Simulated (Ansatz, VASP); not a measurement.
One calculation of W, two programs

Contents of INCAR:

```
SYSTEM = W
ALGO = Fast
EDIFF = 1E-7
ENCUT = 520
GGA = PE
ISIF = 2
ISMEAR = -1
LASPH = .TRUE.
LCHARG = .FALSE.
LREAL = .FALSE.
LWAVE = .FALSE.
NBANDS = 13
NELM = 80
PREC = Accurate
SIGMA = 0.03
```

KPOINTS

```
k-points
0
G
  5 5 5
  0 0 0
```

File POSCAR:

```
W
1.0
   -1.5823450000      1.5823450000      1.5823450000
    1.5823450000     -1.5823450000      1.5823450000
    1.5823450000      1.5823450000     -1.5823450000
W
1
Direct
    0.0000000000      0.0000000000      0.0000000000
```

Contents of input.yaml:

```yaml
crystal:
  lattice:
    - [-1.582345, 1.582345, 1.582345]
    - [1.582345, -1.582345, 1.582345]
    - [1.582345, 1.582345, -1.582345]
  atoms:
    - { symbol: W, position: [0.0, 0.0, 0.0] }
kpoints:
  mp_grid: { grid: [5, 5, 5] }
scf:
  occupations: { method: fermi_dirac, width: 0.03 }
hamiltonian:
  xc: pbe
  pseudopotentials: { kind: all_electron, lapw: { basis_error: 0.003 } }
output:
  forces: true
  stress: true
  eigenvalues: true
```

Alike in both runs: task single point; functional PBE; k mesh 5 × 5 × 5; occupations fermi-dirac, width 0.03 eV; no spin polarisation.

```csv
,VASP,Ansatz
version,VASP 6.6.1,Ansatz 0.2.0
potentials or method,"VASP PAW PBE potentials, release 64 (W_sv)","all-electron LAPW, scalar-relativistic"
plane-wave cutoff (eV),520,see its input
```

```tsv
	VASP	Ansatz	Ansatz less VASP
gap on the k mesh at the Fermi level (eV)	none	none	-
pressure (GPa)	6.0	5.6	-0.44
```

A gap of «none» marks a metal or a gap that the smearing closes. Ansatz ran all-electron here, so the differences hold the error of VASP's frozen core and of both bases.

Caveats: the k mesh is coarse (spacing up to 0.56 Å⁻¹), so the values aren't converged; the k mesh is thin for a metal, which can move the energy by tens of meV per atom (Ansatz). Spin-orbit coupling is left out, which matters for the levels of W.
